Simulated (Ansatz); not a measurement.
Moving the functional in Y

The cell as given:

```
CELL_PARAMETERS angstrom
3.64254 0.00000 0.00000
-1.82127 3.15454 0.00000
0.00000 0.00000 11.84413
ATOMIC_POSITIONS crystal
Y 0.66667 0.33333 0.75000
Y 0.00000 0.00000 0.50000
Y 0.33333 0.66667 0.25000
Y 0.00000 0.00000 0.00000
```

Kept alike: task relaxation of cell and atoms; k mesh 8 × 8 × 3; occupations fermi-dirac, width 0.05 eV; no spin polarisation. Program: Ansatz, Ansatz PAW. Cutoffs run from 420 to 500 eV. The mesh is that of the run's cell of 4 atoms. No spin-orbit coupling.

| functional | volume (Å³/atom) | first edge of the run's cell (Å) | third edge of the run's cell (Å) |
| --- | --- | --- | --- |
| BLYP | 33.334 | 3.628 | 11.695 |
| LDA | 29.465 | 3.481 | 11.232 |
| PBE | 32.445 | 3.595 | 11.596 |
| PBEsol | 30.834 | 3.534 | 11.402 |
| RPBE | 33.797 | 3.645 | 11.752 |
| r2SCAN | 33.227 | 3.630 | 11.650 |
| revPBE | 33.430 | 3.631 | 11.710 |

The relaxations keep at least the cell's symmetry (P6_3/mmc). For a metal such a mesh leaves the last digits unconverged. Relaxations stop with a little pressure left, so the last digits of a volume or edge aren't settled. All rows use potentials made for PBE.

The volume runs from 29.465 (LDA) to 33.797 Å³/atom (RPBE). From PBE: BLYP +0.889; LDA -2.980; PBEsol -1.611; RPBE +1.352; r2SCAN +0.782; revPBE +0.985. The first edge of the run's cell runs from 3.481 (LDA) to 3.645 Å (RPBE). From PBE: BLYP +0.033; LDA -0.114; PBEsol -0.061; RPBE +0.050; r2SCAN +0.035; revPBE +0.036. The third edge of the run's cell runs from 11.232 (LDA) to 11.752 Å (RPBE). From PBE: BLYP +0.099; LDA -0.364; PBEsol -0.194; RPBE +0.156; r2SCAN +0.054; revPBE +0.114.
